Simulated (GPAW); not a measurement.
Here is a GPAW 26.7.0 calculation.

The input run.py:

```python
from ase.eos import EquationOfState
from ase.io import Trajectory, read
from ase.units import GPa
from gpaw import GPAW, PW, setup_paths

setup_paths.insert(0, '.')

atoms = read('POSCAR')

traj = Trajectory('eos.traj', 'w')
volumes, energies = [], []
for x in [0.94, 0.96, 0.98, 1.0, 1.02, 1.04, 1.06]:
    a = atoms.copy()
    a.set_cell(atoms.cell * x**(1 / 3), scale_atoms=True)
    calc = GPAW(mode=PW(800),
                xc='AM05',
                kpts={'size': (10, 10, 10), 'gamma': True},
                occupations={'name': 'fermi-dirac', 'width': 0.05},
                nbands=11,
                convergence={'density': 1e-05, 'energy': 1e-05},
                maxiter=150,
                txt=f'eos-{x:.2f}.txt')
    a.calc = calc
    energies.append(a.get_potential_energy(force_consistent=True))
    volumes.append(a.get_volume())
    p = -a.get_stress()[:3].mean() / GPa
    calc.write(f'eos-{x:.2f}.gpw')
    traj.write(a)
    print(f'{x:.2f} {volumes[-1]:10.4f} A^3 {energies[-1]:14.6f} eV {p:9.3f} GPa', flush=True)

v0, e0, B = EquationOfState(volumes, energies, eos='birchmurnaghan').fit()
print(f'V0 = {v0:.4f} A^3, E0 = {e0:.6f} eV, B0 = {B / GPa:.2f} GPa')
```

File POSCAR:

```
BN
1.0
    0.0000000000      1.8130010000      1.8130010000
    1.8130010000      0.0000000000      1.8130010000
    1.8130010000      1.8130010000      0.0000000000
N B
1 1
Direct
    0.2500000000      0.2500000000      0.2500000000
    0.0000000000      0.0000000000      0.0000000000
```

Potentials or basis: PAW data sets generated in the run's folder for this functional, pw.

Launch:

```sh
$ gpaw-setup -f AM05 B N
$ OMP_NUM_THREADS=1 python run.py
```

Task: Estimate the equilibrium volume.

Result: 5.85 Å³/atom.

Task: Estimate the pressure derivative of the bulk modulus.

Result: 3.8.

Task: Predict the bulk modulus.

Result: 387 GPa.

Energy against volume, from the lowest point:
| volume (Å³/atom) | energy (meV/atom) |
| --- | --- |
| 5.602 | 13.53 |
| 5.721 | 3.52 |
| 5.840 | 0.00 |
| 5.959 | 2.50 |
| 6.078 | 10.20 |
| 6.198 | 22.89 |
| 6.317 | 39.93 |

**Experimental background.**

“Effect of nanostructuration on compressibility of cubic BN”, 2012, arxiv:1208.3664 quotes, for a bulk crystal of BN at 300 K: bulk modulus 395 ± 2 GPa.

Measured bulk modulus of BN: 395 GPa (300 K; quoted in “Effect of nanostructuration on compressibility of cubic BN”, 2012, arxiv:1208.3664). This calculation gives 387 GPa (-2.1 %). The fit is for a static lattice scaled at fixed shape and fixed fractional positions.
